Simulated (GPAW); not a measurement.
V:

```
V
1.0
     2.60429    0.00000    0.00000
    -1.30215    2.25538    0.00000
     0.00000    0.00000    4.72334
V
2
Direct
  0.33333 0.66667 0.25000
  0.66667 0.33333 0.75000
```

This isn't the form of V at room conditions, which is bcc.

Base run:

| Quantity | Value |
| --- | --- |
| Program | GPAW 26.7.0 |
| Functional | PBEsol |
| Potentials or basis | PAW data sets generated in the run's folder for this functional |
| Cutoff | 600 eV |
| Basis | pw |
| k mesh | 9 × 9 × 4 |
| Occupations | fermi-dirac, width 0.05 eV |
| Spin | collinear spin, ferromagnetic start |
| Starting moments | [2.0, 2.0] μB |
| Hubbard terms | V d U = 3 eV |

Its results: pressure 7.5 GPa; net moment 2.21 μB per cell.

The run is repeated on the same cell with these changes: hubbard terms from V d U = 3 eV to none. What comes out?

Pressure -5.8 GPa; net moment 0.00 μB per cell.

Caveats: the U is typed as a test and isn't derived for this compound (some runs).
